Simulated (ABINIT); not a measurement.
Here is an ABINIT 10.8.3 (patched build) calculation.

Contents of run.abi:

```
# Pseudopotentials
pp_dirpath "./"
pseudos "Mg.LDA_PW-JTH.xml, O.LDA_PW-JTH.xml"

# Structure
acell 2.9656078099 2.9656078099 2.9656078099 Angstrom
rprim
     0.0000000000     0.7071067812     0.7071067812
     0.7071067812     0.0000000000     0.7071067812
     0.7071067812     0.7071067812     0.0000000000
ntypat 2
znucl 12 8
natom 2
typat 1 2
xred
     0.0000000000     0.0000000000     0.0000000000
     0.5000000000     0.5000000000     0.5000000000

# Plane-wave basis
ecut 23.0
pawecutdg 45.0

# k points
kptopt 1
ngkpt 7 7 7
nshiftk 1
shiftk 0.0 0.0 0.0

# Exchange and correlation
ixc 7

# Bands and occupations
nband 12
occopt 3
tsmear 0.05 eV

# SCF cycle
nstep 100
tolvrs 1.0e-9

# Output
iomode 3
prtwf 0
prtden 0
prteig 0
prtebands 0
enunit 1
```

Potentials or basis: JTH PAW LDA v2.0.

Launch:

```bash
$ abinit run.abi > log 2>&1
```

Problem. Predict the pressure.

Solution. -3.4 GPa.

Problem. Predict the band gap on the k mesh.

Solution. 4.78 eV, direct.

**Experimental background.**

“Electronic structure of alkaline earth and post-transition metal oxides”, 2009, arxiv:0908.1581 quotes, for a bulk crystal of MgO: band gap 7.83 eV.

Measured gap of MgO: 7.83 eV (quoted in “Electronic structure of alkaline earth and post-transition metal oxides”, 2009, arxiv:0908.1581). This calculation gives 4.78 eV (-3.05 eV). The value is that of LDA, without temperature or zero-point motion. Semilocal functionals fall short of measured gaps as a rule. The cell is a database's relaxed one, not the measured one, which moves gaps too.
